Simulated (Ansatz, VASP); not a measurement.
**One calculation of AlCu, two programs**

```
CELL_PARAMETERS angstrom
2.89706 0.00000 0.00000
0.00000 2.89706 0.00000
0.00000 0.00000 2.89706
ATOMIC_POSITIONS crystal
Al 0.00000 0.00000 0.00000
Cu 0.50000 0.50000 0.50000
```

Alike in both runs: functional r2SCAN; k mesh 7 × 7 × 7; no spin polarisation.

Ansatz relaxed the structure, and its values are those at the end. VASP's run is a single point on that final structure, the one shown.

|  | VASP | Ansatz |
| --- | --- | --- |
| version | VASP 6.6.1 | Ansatz 0.2.0 |
| potentials or method | VASP PAW PBE potentials, release 64 (Al, Cu) | plane waves, PAW |
| plane-wave cutoff (eV) | 520 | 600 |
| occupations | fermi-dirac, width 0.1 eV | fermi-dirac |
| valence electrons in the cell | 14 | 22 |

|  | VASP | Ansatz | Ansatz less VASP |
| --- | --- | --- | --- |
| pressure (GPa) | 9.9 | 10.0 | +0.06 |

The two sets of potentials don't hold the same shells in valence.

Caveats: the PAW data sets were made with another functional, which shifts forces and pressure a little (VASP).
